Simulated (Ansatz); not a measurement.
Sn, DFT, PBE, all-electron LAPW, Dirac equation with spin-orbit coupling (Ansatz 0.2.0), run on 1 thread of AMD EPYC 7R13 Processor (Zen 3) on a shared host.

The cell is COD entry 1540069, as deposited and not checked against the literature; nothing was relaxed.

Command: `ansatz run input.yaml --threads 1 --pin off --max-ram 2048MiB --backend cpu --events-out ev --progress --plain --runs-dir out`

```yaml
crystal:
  lattice:
    - [-1.59075, 1.59075, 2.91565]
    - [1.59075, -1.59075, 2.91565]
    - [1.59075, 1.59075, -2.91565]
  atoms:
    - { symbol: Sn, position: [0.0, 0.0, 0.0] }
kpoints:
  mp_grid: { grid: [18, 18, 18] }
  band_path:
    path:
      - [0.0, 0.0, 0.0]
      - [0.0, 0.0, 0.5]
      - [0.25, 0.25, 0.25]
      - [0.0, 0.5, 0.0]
      - [0.0, 0.0, 0.0]
      - [0.5, 0.5, -0.5]
      - [0.3244171603, 0.6755828397, -0.3244171603]
      - [-0.3244171603, 0.3244171603, 0.3244171603]
      - [0.0, 0.0, 0.0]
    npoints: 5
scf:
  occupations: { method: fermi_dirac, width: 0.03 }
hamiltonian:
  xc: pbe
  pseudopotentials: { kind: all_electron, lapw: { basis_error: 0.001 } }
output:
  forces: true
  stress: true
  eigenvalues: true
magnetization:
  noncollinear: true
  spin_orbit: true
```

Task: How large is the problem that the program sets up?

Result: 480 irreducible k-points, 171 plane waves at Γ, 30 bands.

Task: Estimate the wall time.

Result: 3.9 min of wall time for 7 SCF iterations. Times on shared machines scatter by tens of per cent.

Task: And the same cell and mesh by frozen-core PAW, asked for forces, stress, eigenvalues, efg, noncollinear, spin_orbit and the same band path, on the same hardware?

Result: 57 s.
